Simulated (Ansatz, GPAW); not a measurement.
This is a calculation of CoO for Ansatz 0.2.0. 

The input input.yaml:

```yaml
crystal:
  lattice:
    - [0.0, 2.1315, 2.1315]
    - [2.1315, 0.0, 2.1315]
    - [2.1315, 2.1315, 0.0]
  atoms:
    - { symbol: Co, position: [0.0, 0.0, 0.0], spin: 2.0 }
    - { symbol: O, position: [0.5, 0.5, 0.5] }
hamiltonian:
  xc: pbe
  pseudopotentials: { kind: paw }
magnetization:
  spin_polarized: true
kpoints:
  mp_grid: { grid: [11, 11, 11] }
scf:
  occupations: { method: gaussian, width: 0.015 }
output:
  forces: true
  stress: true
  eigenvalues: true
```

Potentials or basis: Ansatz PAW.

Command:

```sh
$ ansatz run input.yaml --threads 2 --pin off --max-ram 5632MiB --backend cpu --events-out ev --progress --plain --runs-dir out
```

Question: Set up the same calculation for GPAW 26.7.0 (ASE script). Potentials or basis there: GPAW PAW data sets (gpaw-data 1.2.1), cutoff 800 eV.

Answer: As run (cutoffs and basis follow the program's own potentials, and thresholds, step limits or extra output files can differ):

File run.py:

```python
from ase.dft.bandgap import bandgap
from ase.io import read, write
from ase.units import GPa
from gpaw import GPAW, PW

atoms = read('POSCAR')
atoms.set_initial_magnetic_moments([2.0, 0.0])

calc = GPAW(mode=PW(800),
            xc='PBE',
            kpts={'size': (11, 11, 11), 'gamma': True},
            occupations={'name': 'methfessel-paxton', 'order': 0, 'width': 0.015},
            nbands=17,
            convergence={'density': 1e-05, 'energy': 1e-05},
            maxiter=150,
            txt='gpaw.txt')
atoms.calc = calc
energy = atoms.get_potential_energy()
forces = atoms.get_forces()
stress = atoms.get_stress()
calc.write('gs.gpw')
write('result.traj', atoms)
print(f'Energy: {energy:.6f} eV')
print('Forces (eV/A):')
print(forces.round(4))
print('Stress (GPa):', (stress / GPa).round(3))
print('Moments:', calc.get_magnetic_moments().round(3))
print('Fermi level:', round(calc.get_fermi_level(), 4), 'eV')
print(f'Gap: {bandgap(calc)[0]:.4f} eV, direct: {bandgap(calc, direct=True)[0]:.4f} eV')
```

POSCAR

```
CoO
1.0
    0.0000000000      2.1315000000      2.1315000000
    2.1315000000      0.0000000000      2.1315000000
    2.1315000000      2.1315000000      0.0000000000
Co O
1 1
Direct
    0.0000000000      0.0000000000      0.0000000000
    0.5000000000      0.5000000000      0.5000000000
```

Potentials or basis: GPAW PAW data sets (gpaw-data 1.2.1), pw.

Run with:

```sh
$ OMP_NUM_THREADS=1 python run.py
```

Both were run:

|  | Ansatz | GPAW |
| --- | --- | --- |
| Pressure | -1.6 GPa | -1.0 GPa |
| Net moment | 2.99 μB per cell | 2.99 μB per cell |

Ansatz's pressure holds a Pulay term of +0.74 GPa for its cutoff of 420 eV, which the other run lacks.

The potentials hold 23 and 15 valence electrons a cell.

Where Ansatz's input types no cutoff or centring, it takes its own default and a Γ-centred mesh.

The magnetic state is the one that the start led to; the real crystal's order can differ.

Pressure is positive in compression.
